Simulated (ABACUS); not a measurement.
Crystal: Ir.

```
Ir
1.0
     0.00000    1.91560    1.91560
     1.91560    0.00000    1.91560
     1.91560    1.91560    0.00000
Ir
1
Cartesian
  0.0000 0.0000 0.0000
```

Program: ABACUS 3.10.1. Alike in all runs: task single point; no spin polarisation; cell as given; smearing fermi-dirac 0.05 eV.

Task: Order these runs on this cell by their pressure, lowest first.
A. level TM; potentials or basis SG15 ONCV 1.2 PBE, plane waves; k mesh 8 × 8 × 8; cutoff (eV) 1075
B. level PW91; potentials or basis PseudoDojo NC SR 0.4.1 PBE standard, plane waves; k mesh 10 × 10 × 10; cutoff (eV) 925
C. level rSCAN; potentials or basis SG15 ONCV 1.2 PBE, plane waves; k mesh 8 × 8 × 8; cutoff (eV) 1075
D. level LDA-PW92; potentials or basis PseudoDojo NC SR 0.4.1 LDA stringent, plane waves; k mesh 10 × 10 × 10; cutoff (eV) 925

Result: D (-6.9 GPa), A (0.5 GPa), C (4.6 GPa), B (12.2 GPa).

Caveats: the potentials were made for another functional, which shifts forces and pressure (some runs).
